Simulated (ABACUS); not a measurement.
Crystal: MnO.

```
CELL_PARAMETERS angstrom
0.00000 2.22391 2.22391
2.22391 0.00000 2.22391
2.22391 2.22391 0.00000
ATOMIC_POSITIONS crystal
Mn 0.00000 0.00000 0.00000
O 0.50000 0.50000 0.50000
```

The cell is a database's computed one.

Base run:

```yaml
Program: ABACUS 3.10.1
Functional: PBEsol
Potentials_or_basis: SG15 ONCV 1.2 PBE
Cutoff: 1361 eV
Density_cutoff: 5442 eV
Basis: DZP LCAO (the cutoffs set its grid)
k_mesh: 7 × 7 × 7
Occupations: fermi-dirac, width 0.05 eV
Spin: collinear spin, ferromagnetic start
Starting_moments: "[4.0, 0.0] μB"
```

Its results: band gap on the k mesh none (metal or under the smearing width); pressure -4.7 GPa; net moment 4.75 μB per cell; site moments Mn +4.64; O +0.10 μB.

Task: The run is repeated on the same cell with these changes: functional from PBEsol to TPSS. What comes out?

Result: Band gap on the k mesh none (metal or under the smearing width); pressure 3.0 GPa; net moment 4.96 μB per cell; site moments Mn +4.85; O +0.11 μB.

Caveats: the atomic orbitals were generated for these runs and aren't a published set; the potentials were made for another functional, which shifts forces and pressure; the basis of atomic orbitals isn't converged, which shifts pressures, moduli and gaps; a cell with one magnetic atom can't hold antiferromagnetic order, which such compounds often take; semilocal functionals often make such compounds metallic where correlation or magnetic order opens a gap, which also shifts bond lengths.

Not every run made on this cell is shown here.
